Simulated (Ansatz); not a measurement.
BN (started from an entry of an open crystallographic database), relaxed with r2SCAN: space group F-43m (No. 216), cubic; a = 3.610 Å in the conventional setting, 5.88 Å³ an atom. Around B lie 4 N at 1.56 Å; around N lie 4 B at 1.56 Å. One-shot G0W0@PBE in the PAW code Ansatz on a 6×6×6 mesh (contour deformation, no spin-orbit coupling), from a PBE gap of 4.475 eV over the mesh points (the G0W0 gap is indirect on the mesh); the number N of bands summed and the screening cutoff rise together. Calculated for a static, non-magnetic cell.

```csv
N,cutoff (eV),1000/N,G0W0 gap (eV)
24,80,41.667,5.701
48,140,20.833,5.983
```

**Lay a straight line in 1000/N through these rows.** The slope is -0.0135 eV per unit of 1000/N and the intercept 6.265 eV.

**Predict the gap at N = 85 (210 eV).** 6.265 + (-0.0135) × 11.765 = 6.106 eV; the run gives 6.125 eV, +0.019 eV from the line.

**With that run's result added, what limit do the last two rows suggest?** Their slope is (6.125 − 5.983)/(11.765 − 20.833) = -0.0157, which meets 1/N = 0 at 6.31 eV, against 6.265 eV from the first line. The slope steepens, so 1/N isn't yet asymptotic and the true limit probably lies higher still; the k mesh isn't extrapolated.
